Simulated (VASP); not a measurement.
# Te (P3_121) in VASP: a series of runs

The runs below take Te through single point, with PBE, HSE06.

All numbers are computed with VASP 6.6.1; they aren't measurements. Logs are shortened: lines on timing, memory, paths and dates and some standing lists are left out, and cuts for length are marked.

## 1. The crystal as given

Symmetry: P3_121, No. 152, trigonal system. Conventional cell: a = 4.473 Å, b = 4.473 Å, c = 6.003 Å, α = 90.00°, β = 90.00°, γ = 120.00°. Te (site symmetry 2) has 2 Te at 2.92 Å as nearest neighbours.

The cell was built by a generator and needn't be a form met in nature.

## 2. Single point, PBE, non-collinear spin, zero start, spin-orbit coupling

The input, INCAR:

```
PREC = Accurate
ENCUT = 300
EDIFF = 1E-6
ISMEAR = 0
SIGMA = 0.01
LREAL = F
LASPH = T
NELM = 60
ALGO = Fast
ISIF = 2
LWAVE = F
LCHARG = F
LNONCOLLINEAR = T
MAGMOM = 0 0 0 0 0 0 0 0 0
LORBIT = 11
LSORBIT = T
GGA_COMPAT = F
GGA = PE
NBANDS = 31
```

The input, KPOINTS:

```
Automatic mesh
0
Gamma
  9 9 6
```

The input, POSCAR:

```
Te
1.0
    4.4730630000      0.0000000000      0.0000000000
   -2.2365315000      3.8737862000      0.0000000000
    0.0000000000      0.0000000000      6.0034100000
Te
3
Direct
    0.2743782000      0.0000000000      0.3333334000
    0.0000000000      0.2743781000      0.6666666000
    0.7256218000      0.7256219000      0.0000000000
```

Potentials or basis: VASP PAW PBE potentials, release 64 (Te).

Command:

```sh
cat potpaw_PBE.64/Te/POTCAR > POTCAR
mpirun -np 1 vasp_ncl > vasp.out
```

OUTCAR:

```text
PREC = Accurate
   ENCUT = 300
   EDIFF = 1E-6
   ISMEAR = 0
   LREAL = F
   LASPH = T
   NELM = 60
   ISIF = 2
   LNONCOLLINEAR = T
   LORBIT = 11
   LSORBIT = T
   GGA = PE

 ion  position               nearest neighbor table
   1  0.274  0.000  0.333-   2 2.92   3 2.92   2 3.47   2 3.47   3 3.47   3 3.47
   2  0.000  0.274  0.667-   1 2.92   3 2.92   1 3.47   1 3.47   3 3.47   3 3.47
   3  0.726  0.726  0.000-   2 2.92   1 2.92   1 3.47   2 3.47   1 3.47   2 3.47

  LATTYP: Found a hexagonal cell.
 ALAT       =     4.4730630000
 C/A-ratio  =     1.3421250718

  Lattice vectors:

 A1 = (   4.4730630000,   0.0000000000,   0.0000000000)
 A2 = (  -2.2365315000,   3.8737862000,   0.0000000000)
 A3 = (   0.0000000000,   0.0000000000,   6.0034100000)

Analysis of symmetry for initial positions (statically):
=====================================================================
 Subroutine PRICEL returns:
 Original cell was already a primitive cell.

 Routine SETGRP: Setting up the symmetry group for a
 hexagonal supercell.

 Subroutine GETGRP returns: Found  6 space group operations
 (whereof  2 operations were pure point group operations)
 out of a pool of 24 trial point group operations.

The static configuration has the point symmetry C_2 .
 The point group associated with its full space group is D_3 .

Analysis of symmetry for dynamics (positions and initial velocities):
=====================================================================
 Subroutine PRICEL returns:
 Original cell was already a primitive cell.

 Routine SETGRP: Setting up the symmetry group for a
 hexagonal supercell.

 Subroutine GETGRP returns: Found  6 space group operations
 (whereof  2 operations were pure point group operations)
 out of a pool of 24 trial point group operations.

The dynamic configuration has the point symmetry C_2 .
 The point group associated with its full space group is D_3 .

Analysis of structural, dynamic, and magnetic symmetry:
=====================================================================
 Subroutine PRICEL returns:
 Original cell was already a primitive cell.

 Routine SETGRP: Setting up the symmetry group for a
 hexagonal supercell.

 Subroutine GETGRP returns: Found  6 space group operations
 (whereof  2 operations were pure point group operations)
 out of a pool of 24 trial point group operations.

The overall configuration has the point symmetry C_2 .
 The point group associated with its full space group is D_3 .

 Subroutine INISYM returns: Found  6 space group operations
 (whereof  2 operations are pure point group operations),
 and found     1 'primitive' translations

----------------------------------------------------------------------------------------

                                     Primitive cell

  volume of cell :     104.0252

  direct lattice vectors                    reciprocal lattice vectors
     4.473063000  0.000000000  0.000000000     0.223560455  0.129072689  0.000000000
    -2.236531500  3.873786200  0.000000000     0.000000000  0.258145377  0.000000000
     0.000000000  0.000000000  6.003410000     0.000000000  0.000000000  0.166571998

  length of vectors
     4.473063000  4.473063008  6.003410000     0.258145378  0.258145377  0.166571998

  position of ions in fractional coordinates (direct lattice)
     0.274378200  0.000000000  0.333333400
     0.000000000  0.274378100  0.666666600
     0.725621800  0.725621900  0.000000000

  ion indices of the primitive-cell ions
   primitive index   ion index
                 1           1
                 2           2
                 3           3

----------------------------------------------------------------------------------------

 KPOINTS: Automatic mesh
[... 83 lines left out ...]
   ISMEAR =     0;   SIGMA  =   0.01  broadening in eV -4-tet -1-fermi 0-gaus
   EFERMI_NEDOS =   21; number of points for ismear=-14 and -15
   IALGO  =     68    algorithm
   IMIX   =      4    mixing-type and parameters
     AMIX     =   0.40;   BMIX     =  1.00
     AMIX_MAG =   1.60;   BMIX_MAG =  1.00
  volume/ion in A,a.u.               =      34.68       234.00
  Fermi-wavevector in a.u.,A,eV,Ry     =   0.912262  1.723925 11.323060  0.832221
  Thomas-Fermi vector in A             =   2.036637
   LORBIT       =     11    0 simple, 1 ext, 2 COOP (PROOUT), +10 PAW based schemes
   GGA     = PE    functional components
   LHFCALC =     F    Hartree Fock is set to
   AEXX    =    0.0000 exact exchange contribution
   IVDW    =     0    specifies the selected vdW correction
   LEPSILON=     F    determine dielectric tensor
   LRPA    =     F    only Hartree local field effects (RPA)
 RMM-DIIS sequential band-by-band and
 Gauss-broadening in eV      SIGMA  =   0.01
  energy-cutoff  :      300.00
  volume of cell :      104.03
 maximum number of plane-waves:      2506
 NGX is ok and might be reduce to    28
   NGX = 13   NGY = 13   NGZ = 17

 number of electron      17.9999996 magnetization       0.0000000      0.0000000      0.0000000

 number of electron      17.9999996 magnetization      -0.0000000     -0.0000000     -0.0000000

 number of electron      17.9999996 magnetization      -0.0000000      0.0000000      0.0000000

 Free energy of the ion-electron system (eV)
  ---------------------------------------------------
  ext. energy  EPLUGINS =         0.00000000
  ---------------------------------------------------
  free energy    TOTEN  =        -9.78106183 eV

  energy without entropy =       -9.78103858  energy(sigma->0) =       -9.78105021

 E-fermi :   5.8564     XC(G=0):  -8.9844

 val. band max:        5.7299762299   @ k =   0.3333   0.3333   0.5000
 cond. band min:       5.8563665644   @ k =  -0.3333  -0.3333   0.5000
 fundamental gap:      0.1263903345
 Fermi energy:         5.8563646166

 k-point     1 :       0.0000    0.0000    0.0000
  band No.  band energies     occupation
      1      -7.6957      1.00000
      2      -7.6957      1.00000
      3      -4.5584      1.00000
      4      -4.5584      1.00000
      5      -4.5577      1.00000
      6      -4.5577      1.00000
[... 781 lines left out ...]
     29      12.2236      0.00000
     30      12.2446      0.00000

 [... further k-points ...]

 [bands above 30 left out]

------------------------ aborting loop because EDIFF is reached ----------------------------------------

  FORCE on cell =-STRESS in cart. coord.  units (eV):
  Direction    XX          YY          ZZ          XY          YZ          ZX
  --------------------------------------------------------------------------------------
  -------------------------------------------------------------------------------------
  Total        0.0418301      0.0418301     -0.0189181     -0.0000000     -0.0000000      0.0000000
  in kB        0.6442600      0.6442600     -0.2913731     -0.0000000     -0.0000000      0.0000000
  external PRESSURE =       0.3323823 kB  Pullay stress =       0.0000000 kB

 VOLUME and BASIS-vectors are now :
 -----------------------------------------------------------------------------
  energy-cutoff  :      300.00
  volume of cell :      104.03
      direct lattice vectors                 reciprocal lattice vectors
     4.473063000  0.000000000  0.000000000     0.223560455  0.129072689  0.000000000
    -2.236531500  3.873786200  0.000000000     0.000000000  0.258145377  0.000000000
     0.000000000  0.000000000  6.003410000     0.000000000  0.000000000  0.166571998

 POSITION                                       TOTAL-FORCE (eV/Angst)
 -----------------------------------------------------------------------------------
      1.22731      0.00000      2.00114        -0.050818      0.000000      0.000000
     -0.61366      1.06288      4.00227         0.025409     -0.044010     -0.000000
      1.62288      2.81090      0.00000         0.025409      0.044010     -0.000000
 -----------------------------------------------------------------------------------
    total drift:                               -0.000088      0.000188     -0.000005

  FREE ENERGIE OF THE ION-ELECTRON SYSTEM (eV)
  ---------------------------------------------------
  free  energy   TOTEN  =        -9.7810618320 eV

  energy  without entropy=       -9.7810385848  energy(sigma->0) =       -9.78105021

 Spin-Orbit-Coupling matrix elements

 Ion:    1  E_soc:     -0.2383278
 l=   1
     0.0000000    -0.0412110    -0.0402079
    -0.0412110     0.0000000    -0.0374457
    -0.0402079    -0.0374457     0.0000000
 l=   2
     0.0000000    -0.0000235     0.0000000    -0.0000204    -0.0000418
    -0.0000235     0.0000000    -0.0000383    -0.0000487    -0.0000209
     0.0000000    -0.0000383     0.0000000    -0.0000920     0.0000000
    -0.0000204    -0.0000487    -0.0000920     0.0000000    -0.0000136
    -0.0000418    -0.0000209     0.0000000    -0.0000136     0.0000000
 l=   3
     0.0000000     0.0000000     0.0000000     0.0000000     0.0000000     0.0000000     0.0000000
     0.0000000     0.0000000     0.0000000     0.0000000     0.0000000     0.0000000     0.0000000
     0.0000000     0.0000000     0.0000000     0.0000000     0.0000000     0.0000000     0.0000000
     0.0000000     0.0000000     0.0000000     0.0000000     0.0000000     0.0000000     0.0000000
[... 29 lines left out ...]
 l=   2
     0.0000000    -0.0000177     0.0000000    -0.0000192    -0.0000418
    -0.0000177     0.0000000    -0.0000786    -0.0000487    -0.0000190
     0.0000000    -0.0000786     0.0000000    -0.0000517     0.0000000
    -0.0000192    -0.0000487    -0.0000517     0.0000000    -0.0000226
    -0.0000418    -0.0000190     0.0000000    -0.0000226     0.0000000
 l=   3
     0.0000000     0.0000000     0.0000000     0.0000000     0.0000000     0.0000000     0.0000000
     0.0000000     0.0000000     0.0000000     0.0000000     0.0000000     0.0000000     0.0000000
     0.0000000     0.0000000     0.0000000     0.0000000     0.0000000     0.0000000     0.0000000
     0.0000000     0.0000000     0.0000000     0.0000000     0.0000000     0.0000000     0.0000000
     0.0000000     0.0000000     0.0000000     0.0000000     0.0000000     0.0000000     0.0000000
     0.0000000     0.0000000     0.0000000     0.0000000     0.0000000     0.0000000     0.0000000
     0.0000000     0.0000000     0.0000000     0.0000000     0.0000000     0.0000000     0.0000000

 total charge

# of ion       s       p       d       tot
------------------------------------------
    1        1.434   1.802   0.039   3.275
    2        1.434   1.802   0.039   3.275
    3        1.434   1.802   0.039   3.275
--------------------------------------------------
tot          4.303   5.407   0.117   9.826

 magnetization (x)

# of ion       s       p       d       tot
------------------------------------------
    1        0.000   0.000  -0.000   0.000
    2       -0.000  -0.000   0.000  -0.000
    3       -0.000  -0.000   0.000  -0.000
--------------------------------------------------
tot          0.000  -0.000   0.000  -0.000

 magnetization (y)

# of ion       s       p       d       tot
------------------------------------------
    1        0.000   0.000   0.000   0.000
    2        0.000   0.000  -0.000   0.000
    3       -0.000  -0.000   0.000  -0.000
--------------------------------------------------
tot          0.000   0.000   0.000   0.000

 magnetization (z)

# of ion       s       p       d       tot
------------------------------------------
    1        0.000   0.000   0.000   0.000
    2        0.000   0.000   0.000   0.000
    3        0.000   0.000  -0.000  -0.000
--------------------------------------------------
tot          0.000   0.000  -0.000   0.000
```

Wall time 2.8 min (1 thread of Intel Xeon 6975P-C (Granite Rapids), shared host); peak memory 0.38 GiB.

What came out:

* Free energy: -9.7811 eV
* Pressure: 0.0 GPa
* Largest force: 0.051 eV/Å
* Net moment: 0.00 μB per cell
* Valence electrons inside the program's atomic spheres: Te 3.27

Forces on the atoms (eV/Å):
```
Te  -0.051  0.000  0.000
Te   0.025 -0.044  0.000
Te   0.025  0.044  0.000
```

Moments on the atoms (μB; x, y, z):
```
Te  0.00 0.00 0.00
Te  0.00 0.00 0.00
Te  0.00 0.00 0.00
```

[end of part 1 of 2]
